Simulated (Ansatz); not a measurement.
A (111) slab of TaN (P6_3/mmc (No. 194)), 33 planes, outer planes N (top) and N (bottom), with 33 atoms (Ta16N17) in a surface cell of A = 30.210 Å², as cut from the bulk:

```
CELL_PARAMETERS angstrom
5.00470 0.00000 0.00000
-2.50235 6.03624 0.00000
0.00000 0.00000 26.22193
ATOMIC_POSITIONS crystal
N 0.78451 0.23568 0.28602
Ta 0.23568 0.47136 0.29939
N 0.68685 0.70704 0.31277
Ta 0.47136 0.94271 0.32614
N 0.25586 0.17839 0.33952
Ta 0.70704 0.41407 0.35289
N 0.15821 0.64975 0.36626
Ta 0.94271 0.88543 0.37964
N 0.72722 0.12111 0.39301
Ta 0.17839 0.35679 0.40638
N 0.62957 0.59247 0.41976
Ta 0.41407 0.82814 0.43313
N 0.19858 0.06382 0.44651
Ta 0.64975 0.29950 0.45988
N 0.10092 0.53518 0.47325
Ta 0.88543 0.77086 0.48663
N 0.66994 0.00654 0.50000
Ta 0.12111 0.24222 0.51337
N 0.57228 0.47790 0.52675
Ta 0.35679 0.71357 0.54012
N 0.14129 0.94925 0.55349
Ta 0.59247 0.18493 0.56687
N 0.04364 0.42061 0.58024
Ta 0.82814 0.65629 0.59362
N 0.61265 0.89197 0.60699
Ta 0.06382 0.12765 0.62036
N 0.51500 0.36333 0.63374
Ta 0.29950 0.59900 0.64711
N 0.08401 0.83468 0.66048
Ta 0.53518 0.07036 0.67386
N 0.98635 0.30604 0.68723
Ta 0.77086 0.54172 0.70061
N 0.55537 0.77740 0.71398
```

Method: Ansatz 0.2.0, DFT PBEsol, scalar-relativistic, plane waves, PAW. Plane waves to 420 eV, a k mesh through Γ of 8×6×1 on the computed 33-atom cell and Gaussian smearing (0.10 eV); no spin polarisation. The cell repeats along c with a dipole correction in the vacuum.

The relaxed slab holds 16 formula units of TaN and 1 further N. Against those formula units in the bulk and the further N in its standard state it lies 8.785 eV higher. The formation energy of TaN from the standard states is -2.255 eV a formula unit (uncorrected, no zero-point or thermal terms).

Problem. Over what range can the chemical potential of N vary, and what is the surface energy at both ends?

Solution. In contact with the bulk, μ(N) + μ(Ta) is fixed. With Δμ counted from the standard states, Δμ(N) ≤ 0 keeps elemental N from forming, and Δμ(Ta) ≤ 0 requires Δμ(N) ≥ ΔH = -2.255 eV. Other compounds of N and Ta can narrow this range. Then γ, the mean of both faces, = [8.785 eV − 1.00·Δμ(N)]/(2A). At the N-rich end (Δμ = 0): 8.785/(2 × 30.210) × 16.02 = 2.33 J/m². At the N-poor end: (8.785 + 2.255)/(2 × 30.210) × 16.02 = 2.93 J/m².

Problem. How does its energy depend on growth conditions?

Solution. It carries an excess of N, so its energy falls by 0.27 J/m² for each eV that μ(N) rises: N-rich conditions lower it; whether it appears depends on the other terminations.

Spin polarisation was left out, and a magnetic state may lie lower.

The reference crystal is a form of TaN, which isn't its usual structure.